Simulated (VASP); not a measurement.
# BeS, vacuum levels of a slab or layer: which settings are enough?

BeS, slab, 4 atoms in the cell. PBEsol; PAW potentials S, Be (PBE set). VASP 6.6.1.

Wanted: face levels within 0.04 eV; energy within 2 meV/atom; forces within 0.02 eV/Å.

Crystal: BeS, F-43m; Face: (1 1 1); Atomic planes: 4; Dipole correction: yes.

Face levels: vacuum level at each face, counted from the middle of the gap.

POSCAR of the starting run:
```
BeS
1.0
    3.4229696121      0.0000000000      0.0000000000
   -1.7114848060      2.9643786404      0.0000000000
    0.0000000000      0.0000000000     18.4935537296
S Be
2 2
Direct
    0.7500000000      0.8750000000      0.4055467170
    0.4166666667      0.2083333333      0.5566719698
    0.4166666667      0.2083333333      0.4433280302
    0.0833333333      0.5416666667      0.5944532830
```

The series start from vacuum (Å): 15; correction: LDIPOL, IDIPOL 3, DIPOL, AMIN 0.01; k spacing (1/Å): 0.3; Cutoff ENCUT (eV): 340; SCF threshold EDIFF (eV): 1e-6; PREC: Accurate; ALGO: Normal. Each series keeps the choices made before it, and each single choice may use up half of a tolerance.

## Vacuum (Å)

| Vacuum (Å) | Face levels, largest deviation (eV) | Energy less reference (meV/atom) | Forces, largest deviation (eV/Å) | SCF iterations | Time (s) |
|---|---|---|---|---|---|
| 6 | 0.318 | 6.7 | 0.058 | 23 | 4.0 |
| 8 | 0.079 | 0.8 | 0.007 | 20 | 6.1 |
| 10 | 0.032 | 0.0 | 0.001 | 23 | 6.4 |
| 12 | 0.005 | 0.0 | 0.001 | 26 | 7.5 |
| 15 | 0.001 | 0.0 | 0.001 | 30 | 14 |
| 20 | 0.001 | 0.0 | 0.000 | 35 | 17 |
| 25 (reference) | 0.000 | 0.0 | 0.000 | 38 | 19 |

Chosen: 12, the loosest value from which every tighter one stays within half of the tolerance.

## Correction

| Correction | Face levels, largest deviation (eV) | Energy less reference (meV/atom) | Forces, largest deviation (eV/Å) | SCF iterations | Time (s) |
|---|---|---|---|---|---|
| LDIPOL, IDIPOL 3, DIPOL, AMIN 0.01 | 0.000 | 0.0 | 0.000 | 26 | 7.5 |
| LDIPOL, default AMIN | 0.000 | 0.0 | 0.000 | 28 | 8.1 |
| LDIPOL, no DIPOL | no result | no result | no result | 150 | 44 |
| IDIPOL 3 alone (energy only) | 2.011 | 9.8 | 0.055 | 24 | 8.6 |
| kernel truncation, coarsened | 0.134 | 0.1 | 0.000 | 28 | 15 |
| kernel truncation, full padding | 0.001 | 0.1 | 0.000 | 28 | 14 |

Chosen: LDIPOL, IDIPOL 3, DIPOL, AMIN 0.01; no other choice that stays within half of the tolerance saves 30 % of the time.

## k spacing (1/Å)

| k spacing (1/Å) | Face levels, largest deviation (eV) | Energy less reference (meV/atom) | Forces, largest deviation (eV/Å) | SCF iterations | Time (s) |
|---|---|---|---|---|---|
| 0.6 | 0.037 | 15.4 | 0.059 | 26 | 6.3 |
| 0.45 | 0.039 | 4.7 | 0.027 | 27 | 9.4 |
| 0.3 | 0.010 | 0.2 | 0.006 | 26 | 7.5 |
| 0.22 | 0.004 | 0.1 | 0.002 | 26 | 9.5 |
| 0.16 (reference) | 0.000 | 0.0 | 0.000 | 27 | 16 |

Chosen: 0.3.

## Cutoff ENCUT (eV)

| Cutoff ENCUT (eV) | Face levels, largest deviation (eV) | Energy less reference (meV/atom) | Forces, largest deviation (eV/Å) | SCF iterations | Time (s) |
|---|---|---|---|---|---|
| 210 | 0.015 | 25.0 | 0.039 | 24 | 4.4 |
| 260 | 0.003 | 5.7 | 0.006 | 25 | 6.3 |
| 300 | 0.001 | 2.6 | 0.002 | 26 | 11 |
| 340 | 0.001 | 1.1 | 0.001 | 26 | 7.5 |
| 390 | 0.000 | 0.5 | 0.001 | 26 | 14 |
| 470 (reference) | 0.000 | 0.0 | 0.000 | 27 | 13 |

Chosen: 390.

## SCF threshold EDIFF (eV)

| SCF threshold EDIFF (eV) | Face levels, largest deviation (eV) | Energy less reference (meV/atom) | Forces, largest deviation (eV/Å) | SCF iterations | Time (s) |
|---|---|---|---|---|---|
| 0.001 | 0.510 | 0.0 | 0.035 | 12 | 6.7 |
| 0.0001 | 0.232 | 0.2 | 0.003 | 16 | 8.9 |
| 1e-5 | 0.002 | 0.0 | 0.001 | 24 | 12 |
| 1e-6 | 0.000 | 0.0 | 0.000 | 26 | 14 |
| 1e-7 (reference) | 0.000 | 0.0 | 0.000 | 27 | 12 |

Chosen: 1e-5.

## PREC

| PREC | Face levels, largest deviation (eV) | Energy less reference (meV/atom) | Forces, largest deviation (eV/Å) | SCF iterations | Time (s) |
|---|---|---|---|---|---|
| Accurate | 0.000 | 0.0 | 0.000 | 24 | 12 |
| Normal | 0.000 | 0.0 | 0.000 | 24 | 6.1 |

Chosen: Normal, the fastest of those that stay within half of the tolerance.

## ALGO

| ALGO | Face levels, largest deviation (eV) | Energy less reference (meV/atom) | Forces, largest deviation (eV/Å) | SCF iterations | Time (s) |
|---|---|---|---|---|---|
| Normal | 0.000 | 0.0 | 0.000 | 24 | 6.1 |
| Fast | 0.002 | 0.0 | 0.001 | 24 | 7.5 |
| All | 0.015 | 0.0 | 0.012 | 24 | 7.6 |

Chosen: Normal.

## All choices together

| Input | Face levels, largest deviation (eV) | Energy less reference (meV/atom) | Forces, largest deviation (eV/Å) | Time (s) |
|---|---|---|---|---|
| starting input without the dipole correction (naive) | 1.974 | -10.0 | 0.035 | 12 |
| chosen settings | 0.018 | 0.7 | 0.006 | 6.1 |
| reference settings throughout | 0.000 | 0.0 | 0.000 | 75 |

The tolerance is met.

Values of the reference run: Face levels: 2.198, 6.627 eV.

## The input

INCAR:
```
SYSTEM = BeS
PREC     = Normal         ! precision mode
ENCUT    = 390            ! plane-wave cutoff, eV
EDIFF    = 1E-5           ! SCF threshold, eV
ISMEAR   = 0              ! smearing method
SIGMA    = 0.1            ! smearing width, eV
LREAL    = .FALSE.        ! projectors in reciprocal space
LASPH    = .TRUE.         ! aspherical terms in the spheres
ALGO     = Normal         ! electronic algorithm
NELM     = 150            ! most SCF steps
LWAVE    = .FALSE.        ! write WAVECAR
LCHARG   = .FALSE.        ! write CHGCAR
GGA      = PS             ! functional
KPAR     = 4            
LVHAR    = .TRUE.       
LVACPOTAV= .TRUE.       
LDIPOL   = .TRUE.       
IDIPOL   = 3            
DIPOL    = 0.5 0.5 0.5  
AMIN     = 0.01          
```

KPOINTS:
```
Automatic mesh
0
Gamma
  8 8 1
  0 0 0
```

POSCAR:
```
BeS
1.0
    3.4229696121      0.0000000000      0.0000000000
   -1.7114848060      2.9643786404      0.0000000000
    0.0000000000      0.0000000000     15.4935537296
S Be
2 2
Direct
    0.7500000000      0.8750000000      0.3872578302
    0.4166666667      0.2083333333      0.5676453019
    0.4166666667      0.2083333333      0.4323546981
    0.0833333333      0.5416666667      0.6127421698
```

Commands:
```
cat potpaw_PBE.64/S/POTCAR potpaw_PBE.64/Be/POTCAR > POTCAR
mpirun -np 4 vasp_std > vasp.out
```

Limits: The face is cut as in the bulk; no reconstruction is tried.

The chosen input took VASP 6.6.1 6.1 s on 4 cores (Intel Xeon 6975P-C (Granite Rapids)), a shared host.
